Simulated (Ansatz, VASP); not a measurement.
## BeTe in VASP and in Ansatz

```xyz
2
Lattice="1.8609 1.0744 3.6987 -1.8609 1.0744 3.6987 0.0000 -2.1487 3.6987" Properties=species:S:1:pos:R:3 pbc="T T T"
Be    0.0000    0.0000    5.5480
Te    0.0000    0.0000    0.0000
```

Alike in both runs: task relaxation of cell and atoms; functional PBE; k mesh 6 × 6 × 6; occupations gaussian, width 0.1 eV; no spin polarisation.

```csv
,VASP,Ansatz
version,VASP 6.6.1,Ansatz 0.2.0
potentials or method,"VASP PAW PBE potentials, release 64 (Be, Te)","scalar-relativistic, plane waves, PAW"
plane-wave cutoff (eV),600,420
valence electrons in the cell,8,18
```

```tsv
	VASP	Ansatz	Ansatz less VASP
gap on the k mesh at the Fermi level, each at its own relaxed structure (eV)	none	none	-
relaxed volume (Å³/atom)	19.27	19.23	-0.034
relaxed cell length with the largest relative difference (Å)	3.786	3.789	+0.0025
energy change over the relaxation (meV/atom)	-196	-197	-1.2
```

A gap of «none» marks a metal or a gap that the smearing closes. The two sets of potentials don't hold the same shells in valence.

Spin-orbit coupling is left out, which matters for the levels of Te.
